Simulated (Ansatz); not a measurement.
# A series in volume per atom on Mg2Si

All results are calculated (Ansatz 0.2.0). Periodic Kohn-Sham DFT of a crystal at fixed atoms; pressure and stress are positive in compression; the energy is the free energy less that of spherical unpolarised free atoms; site moments are those in the method's own spheres, positive along +z.

Cell of the first row (space group Fm-3m, No. 225):
```
cell vectors (Å)
   0.0000     3.1298     3.1298
   3.1298     0.0000     3.1298
   3.1298     3.1298     0.0000
atoms (fractions of the cell vectors)
Mg  0.25000  0.25000  0.25000
Mg  0.75000  0.75000  0.75000
Si  0.00000  0.00000  0.00000
```

Settings of every row: method frozen-core PAW; functional LDA; relativity scalar; k mesh 11x11x11; filling fermi-dirac; smearing width 0.05 eV; wave cutoff 420 eV; paw set soft_2.

Atom start moment: 0 on all atoms.

Limits: PAW files made with PBE; small gap, it may come from the mesh.

```
row  volume per atom (Å³)  pressure (GPa)
  1                20.439           0.014
  2                20.873          -1.176
  3                21.308          -2.245
  4                21.526          -2.738
  5                21.961          -3.648
  6                22.178          -4.067
  7                22.613               ?
  8                23.048          -5.531
```

Question: what pressure should row 7 give?

Worked fit of pressure. Take u = (V_r/V)^(2/3) − 1 with V_r = 21.526 Å³ an atom, which is twice the finite (Eulerian) strain; such expansions in the strain, on which the Birch-Murnaghan equation of state is built, carry the rest volume and the bulk modulus. The shown rows have u = 0.03515, 0.02075, 0.00681, 0, -0.01325, -0.0197, -0.04452. Least squares give pressure = −2.739 + 71.205 × u + 197.12 × u² + 145 × u³ GPa; a parabola predicts inner rows, each left out in turn, worse (root mean square 0.0026 against 0.0011 GPa). The rows lie off it by 0.000, -0.001, 0.000, 0.001, 0.000, -0.001, 0.000. The pressure vanishes at u = 0.0350, or V = 20.44 Å³ an atom, and there the bulk modulus at fixed shape and fractions is B = −V dP/dV = (2/3)(1 + u) dP/du = 59 GPa. The withheld row has u = -0.03231, so the fit gives −2.739 + 71.205 × (-0.03231) + 197.12 × (-0.03231)² + 145 × (-0.03231)³ = -4.839 GPa.

The calculation gave -4.839 GPa. The fit meets it to the printed digit.
